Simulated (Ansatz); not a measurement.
**Computed properties of Cr**

```yaml
crystal:
  lattice:
    - [0.00000, 1.84000, 1.84000]
    - [1.84000, 0.00000, 1.84000]
    - [1.84000, 1.84000, 0.00000]
  atoms:
    - { symbol: Cr, position: [0.00000, 0.00000, 0.00000] }
```

Conventional cell: a = 3.680 Å, b = 3.680 Å, c = 3.680 Å, α = 90.00°, β = 90.00°, γ = 90.00°. Cr (atom 1) is surrounded by 12 Cr at 2.60 Å.

The geometry is COD entry 9008467, unchecked; take it as a test cell.

Method: Ansatz 0.2.0, DFT, PBE, all-electron LAPW, scalar-relativistic.

Settings: a Γ-centred 19×19×19 k mesh, Fermi–Dirac smearing of 0.03 eV, basis error target 1 meV/atom, spin-polarised from start moments Cr 3 μB (the moments died away, and the run ended non-magnetic).

```json
{
 "Pressure at this cell": "-10.36 GPa",
 "Band gap": "none: bands cross the Fermi level, a metal",
 "Density of states at the Fermi level (0.2 eV bin)": "2.21 states/eV per cell",
 "Volume per atom": "12.46 Å³"
}
```
